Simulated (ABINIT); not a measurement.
# Ge (I4_1/amd) in ABINIT: further runs

The runs below take Ge through single point, with PBEsol, PBE.

All numbers are computed with ABINIT 10.8.3 (patched build); they aren't measurements. Logs are shortened: lines on timing, memory, paths and dates and some standing lists are left out, and cuts for length are marked. The log counts tension as positive stress, the text compression.

## (1) Starting point

The structure is tetragonal, space group I4_1/amd (No. 141). The conventional cell has a = 5.149 Å, b = 5.149 Å, c = 2.795 Å, α = 90.00°, β = 90.00°, γ = 90.00°. Around Ge (site symmetry -4m2) lie 6 Ge at 2.67 to 2.79 Å.

This isn't the form of Ge at room conditions, which is diamond.

## (2) Single point, PBEsol (atoms moved at random, drawn with an rms of 0.05 Å)

Contents of run.abi:

```
# Pseudopotentials
pp_dirpath "./"
pseudos "Ge.upf"

# Structure
acell 3*1.0 Angstrom
rprim
    -2.5744897190     2.5744897190     1.3974126432
     2.5744897190    -2.5744897190     1.3974126432
     2.5744897190     2.5744897190    -1.3974126432
ntypat 1
znucl 32
natom 2
typat 1 1
xred
     0.4789340000     0.4743510000    -0.0067190000
     0.2450430000     0.7425210000     0.5069130000
chkprim 0
chksymtnons 0
tolsym 1.0e-6

# Plane-wave basis
ecut 1061.244064 eV

# k points
kptopt 1
ngkpt 11 11 11
nshiftk 1
shiftk 0.0 0.0 0.0

# Exchange and correlation
ixc -116133

# Bands and occupations
nband 18
occopt 3
tsmear 0.05 eV

# SCF cycle
nstep 100
tolvrs 1.0e-10

# Output
iomode 3
prtwf 0
prteig 0
prtebands 0
prtden 1
prtvha 1
prtvclmb 1
prtpot 1
prtelf 1
```

Potentials or basis: PseudoDojo NC SR PBEsol v0.4.1 standard.

Launch:

```sh
abinit run.abi > log 2>&1
```

run.abo:

```text
.Version 10.8.3 of ABINIT
 Symmetries : space group P-1 (#  2); Bravais aP (primitive triclinic)
================================================================================
 Values of the parameters that define the memory need of the present run
     intxc =       0    ionmov =       0      iscf =       7    lmnmax =       6
     lnmax =       6     mgfft =      45  mpssoang =       3    mqgrid =    3001
     natom =       2  nloc_mem =       1    nspden =       1   nspinor =       1
    nsppol =       1      nsym =       2    n1xccc =    2501    ntypat =       1
    occopt =       3   xclevel =       2
       mpw =        2938          nfft =       91125          nkpt =         666
================================================================================
================================================================================

--------------------------------------------------------------------------------
------------- Echo of variables that govern the present computation ------------
--------------------------------------------------------------------------------
 -outvars: echo values of preprocessed input variables --------
            acell      1.8897261259E+00  1.8897261259E+00  1.8897261259E+00 Bohr
              amu      7.26100000E+01
          chkprim           0
      chksymtnons           0
             ecut      3.90000000E+01 Hartree
                       outvar_i_n : Printing only first  50 k-points.
              ixc     -116133
                       outvar_i_n : Printing only first  50 k-points.
         kptrlatt       11    0    0      0   11    0      0    0   11
          kptrlen      5.80959980E+01
            natom           2
            nband          18
            ngfft          45      45      45
             nkpt         666
            nstep         100
             nsym           2
           ntypat           1
                       prtocc : prtvol=0, do not print more k-points.
           occopt           3
        prtebands           0
           prteig           0
           prtelf           1
           prtpot           1
         prtvclmb           1
           prtvha           1
            prtwf           0
            rprim     -2.5744897190E+00  2.5744897190E+00  1.3974126432E+00
                       2.5744897190E+00 -2.5744897190E+00  1.3974126432E+00
                       2.5744897190E+00  2.5744897190E+00 -1.3974126432E+00
          spgroup           2
           tolsym      1.00000000E-06
           tolvrs      1.00000000E-10
           tsmear      1.83746611E-03 Hartree
            typat      1  1
                       outvars : Printing only first  50 k-points.
           xangst     -2.9096882804E-02 -5.4991100398E-03  1.3415217271E+00
                       2.5857943034E+00  2.4290310499E-02  6.7166778437E-01
            xcart     -5.4985139617E-02 -1.0391811911E-02  2.5351086562E+00
                       4.8864430513E+00  4.5902034356E-02  1.2692681600E+00
             xred      4.7893400000E-01  4.7435100000E-01 -6.7190000000E-03
                       2.4504300000E-01  7.4252100000E-01  5.0691300000E-01
            znucl       32.00000
[... 107 lines left out ...]
    2        2.00000         11.49110127
================================================================================

 ----iterations are completed or convergence reached----

 Mean square residual over all n,k,spin=   20.926E-08; max=  67.065E-05
 reduced coordinates (array xred) for    2 atoms
       0.478934000000      0.474351000000     -0.006719000000
       0.245043000000      0.742521000000      0.506913000000
 rms dE/dt=  1.4090E-02; max dE/dt=  2.3165E-02; dE/dt below (all hartree)
    1       0.004308569579     -0.006357131279     -0.023164590097
    2      -0.004308569579      0.006357131279      0.023164590097

 cartesian coordinates (angstrom) at end:
    1     -0.02909688280414    -0.00549911003978     1.34152172712257
    2      2.58579430335613     0.02429031049877     0.67166778436672

 cartesian forces (hartree/bohr) at end:
    1      0.00303404244599     0.00193789399632     0.00038787833054
    2     -0.00303404244599    -0.00193789399632    -0.00038787833054
 frms,max,avg= 2.0905578E-03 3.0340424E-03   0.000E+00  0.000E+00  0.000E+00 h/b

 cartesian forces (eV/Angstrom) at end:
    1      0.15601673548946     0.09965051590821     0.01994550569910
    2     -0.15601673548946    -0.09965051590821    -0.01994550569910
 frms,max,avg= 1.0750081E-01 1.5601674E-01   0.000E+00  0.000E+00  0.000E+00 e/A
 length scales=  1.889726125908  1.889726125908  1.889726125908 bohr
              =  1.000000000000  1.000000000000  1.000000000000 angstroms
 Fermi (or HOMO) energy (hartree) =   0.20309   Average Vxc (hartree)=  -0.42683
 Eigenvalues (hartree) for nkpt= 666  k points:
 kpt#   1, nband= 18, wtk=  0.00075, kpt=  0.0000  0.0000  0.0000 (reduced coord)
  -0.70720   -0.70547   -0.70448   -0.70430   -0.70060   -0.70034   -0.70030   -0.70012
  -0.69804   -0.69550   -0.28688    0.05298    0.11609    0.11733    0.32076    0.48081
   0.48343    0.50182
      occupation numbers for kpt#   1
   2.00000    2.00000    2.00000    2.00000    2.00000    2.00000    2.00000    2.00000
   2.00000    2.00000    2.00000    2.00000    2.00000    2.00000    0.00000    0.00000
   0.00000    0.00000
 prteigrs : prtvol=0 or 1, do not print more k-points.

--- !EnergyTerms
iteration_state     : {dtset: 1, }
comment             : Components of total free energy in Hartree
kinetic             :  1.34054250336360E+02
hartree             :  4.50702233916700E+01
xc                  : -4.31921610295336E+01
Ewald energy        : -1.12019213009264E+02
psp_core            :  6.91394767880614E+00
local_psp           : -1.14789603761731E+02
non_local_psp       : -9.44283847818764E+01
internal            : -1.78390941175569E+02
'-kT*entropy'       : -2.85352653551505E-04
total_energy        : -1.78391226528223E+02
total_energy_eV     : -4.85427256795376E+03
band_energy         : -1.40026937209910E+01
...

 Cartesian components of stress tensor (hartree/bohr^3)
  sigma(1 1)= -9.08884517E-07  sigma(3 2)=  6.70240225E-06
  sigma(2 2)=  2.59236185E-05  sigma(3 1)= -1.06312380E-05
  sigma(3 3)=  2.75394954E-05  sigma(2 1)=  8.42877260E-07

-Cartesian components of stress tensor (GPa)         [Pressure= -5.1540E-01 GPa]
- sigma(1 1)= -2.67403057E-02  sigma(3 2)=  1.97191482E-01
- sigma(2 2)=  7.62699188E-01  sigma(3 1)= -3.12781822E-01
- sigma(3 3)=  8.10239929E-01  sigma(2 1)=  2.47983051E-02

== END DATASET(S) ==============================================================
================================================================================

 -outvars: echo values of variables after computation  --------
            acell      1.8897261259E+00  1.8897261259E+00  1.8897261259E+00 Bohr
           etotal     -1.7839122653E+02
            fcart      3.0340424460E-03  1.9378939963E-03  3.8787833054E-04
                      -3.0340424460E-03 -1.9378939963E-03 -3.8787833054E-04
            rprim     -2.5744897190E+00  2.5744897190E+00  1.3974126432E+00
                       2.5744897190E+00 -2.5744897190E+00  1.3974126432E+00
                       2.5744897190E+00  2.5744897190E+00 -1.3974126432E+00
           strten     -9.0888451725E-07  2.5923618473E-05  2.7539495446E-05
                       6.7024022490E-06 -1.0631238032E-05  8.4287725960E-07
           xangst     -2.9096882804E-02 -5.4991100398E-03  1.3415217271E+00
                       2.5857943034E+00  2.4290310499E-02  6.7166778437E-01
             xred      4.7893400000E-01  4.7435100000E-01 -6.7190000000E-03
                       2.4504300000E-01  7.4252100000E-01  5.0691300000E-01
 Calculation completed.
```

It took 22 min on 1 thread of Arm Neoverse V1, shared host; peak memory 0.62 GiB.

Results:

```
Free energy                                           : -4854.2726 eV
Pressure                                              : -0.5 GPa
Largest force                                         : 0.186 eV/Å
Band gap on the k mesh                                : none (metal or under the smearing width)
Valence electrons inside the program's atomic spheres : Ge 11.49 (radii [1.0584] Å)
```

Forces in eV/Å, atoms in the order of the input:
```
Ge   0.156  0.100  0.020
Ge  -0.156 -0.100 -0.020
```

Levels at points of the mesh, in eV from the Fermi level:
```
           k point  band 10  band 11  band 12  band 13  band 14  band 15  band 16  band 17  band 18
(0.00, 0.00, 0.00)   -24.45   -13.33    -4.08    -2.37    -2.33     3.20     7.56     7.63     8.13
```

## (3) Single point, PBE

Contents of run.abi:

```
pp_dirpath "./"
pseudos "Ge.GGA_PBE-JTH.xml"

acell 7.3696306677 7.3696306677 7.3696306677
rprim
    -0.6601525502     0.6601525502     0.3583255794
     0.6601525502    -0.6601525502     0.3583255794
     0.6601525502     0.6601525502    -0.3583255794
ntypat 1
znucl 32
natom 2
typat 1 1
xred
     0.5000000000     0.5000000000     0.0000000000
     0.2500000000     0.7500000000     0.5000000000

ecut 22.0
pawecutdg 44.0
pawxcdev 0

kptopt 1
ngkpt 11 11 11
nshiftk 1
shiftk 0.0 0.0 0.0

ixc 11

nband 18
occopt 3
tsmear 0.05 eV

nstep 100
tolvrs 1.0e-9

iomode 3
prtwf 0
prtden 0
prteig 0
prtebands 0
enunit 1
```

Potentials or basis: JTH PAW PBE v2.0.

Launch:

```sh
abinit run.abi > log 2>&1
```

It took 1.9 min on 1 thread of Arm Neoverse V1, shared host; peak memory 0.19 GiB.

The run converged. Its results:

* Free energy: -5201.2387 eV
* Pressure: 2.7 GPa
* Band gap on the k mesh: none (metal or under the smearing width)
* Valence electrons inside the program's atomic spheres: Ge 12.25 (radii [1.2196] Å)

Stress tensor (GPa, compression positive):
```
2.79 0.00 0.00
0.00 2.79 0.00
0.00 0.00 2.61
```

Levels at points of the mesh, in eV from the Fermi level:
```
           k point  band 10  band 11  band 12  band 13  band 14  band 15  band 16  band 17  band 18
(0.00, 0.00, 0.00)   -24.45   -13.34    -4.09    -2.37    -2.37     3.29     7.57     7.57     8.12
```

## (4) Single point, PBE (atoms moved at random, drawn with an rms of 0.05 Å)

Contents of run.abi:

```
# Pseudopotentials
pp_dirpath "./"
pseudos "Ge.GGA_PBE-JTH.xml"

# Structure
acell 3.8998406021 3.8998406021 3.8998406021 Angstrom
rprim
    -0.6601525502     0.6601525502     0.3583255794
     0.6601525502    -0.6601525502     0.3583255794
     0.6601525502     0.6601525502    -0.3583255794
ntypat 1
znucl 32
natom 2
typat 1 1
xred
     0.4789340000     0.4743510000    -0.0067190000
     0.2450430000     0.7425210000     0.5069130000
chkprim 0
chksymtnons 0
tolsym 1.0e-6

# Plane-wave basis
ecut 22.0
pawecutdg 44.0
pawxcdev 0

# k points
kptopt 1
ngkpt 11 11 11
nshiftk 1
shiftk 0.0 0.0 0.0

# Exchange and correlation
ixc 11

# Bands and occupations
nband 18
occopt 3
tsmear 0.05 eV

# SCF cycle
nstep 100
tolvrs 1.0e-9

# Output
iomode 3
prtwf 0
prtden 0
prteig 0
prtebands 0
enunit 2
```

Launch:

```sh
abinit run.abi > log 2>&1
```

Wall time 10 min (1 thread of Arm Neoverse V1, shared host); peak memory 0.56 GiB.

The run converged. Its results:

- Free energy: -5201.2334 eV
- Pressure: 2.8 GPa
- Largest force: 0.200 eV/Å
- Band gap on the k mesh: none (metal or under the smearing width)
- Valence electrons inside the program's atomic spheres: Ge 12.25 (radii [1.2196] Å)

Forces in eV/Å, atoms in the order of the input:
```
Ge   0.166  0.109  0.022
Ge  -0.166 -0.109 -0.022
```

Stress tensor (GPa, compression positive):
```
 3.34 -0.03  0.34
-0.03  2.50 -0.22
 0.34 -0.22  2.56
```

Levels at points of the mesh, in eV from the Fermi level:
| k point | band 12 | band 13 | band 14 | band 15 | band 16 | band 17 |
| --- | --- | --- | --- | --- | --- | --- |
| (0.00, 0.00, 0.00) | -4.08 | -2.38 | -2.35 | 3.28 | 7.55 | 7.62 |

## (5) Summary

```csv
level,potentials or basis,cell,cutoff (eV),fine-grid cutoff,gap on the mesh (eV),pressure (GPa),largest force (eV/Å)
PBEsol,PseudoDojo NC SR PBEsol v0.4.1 standard,"atoms moved at random, drawn with an rms of 0.05 Å",1061,-,none,-0.5,0.19
PBE,JTH PAW PBE v2.0,as given,599,1197.3 eV,none,2.7,-
PBE,JTH PAW PBE v2.0,"atoms moved at random, drawn with an rms of 0.05 Å",599,1197.3 eV,none,2.8,0.20
```

Alike in all rows: task single point; no spin polarisation; k mesh 11 × 11 × 11; smearing fermi-dirac 0.05 eV.

Absolute energies hang on the potentials; compare differences alone.
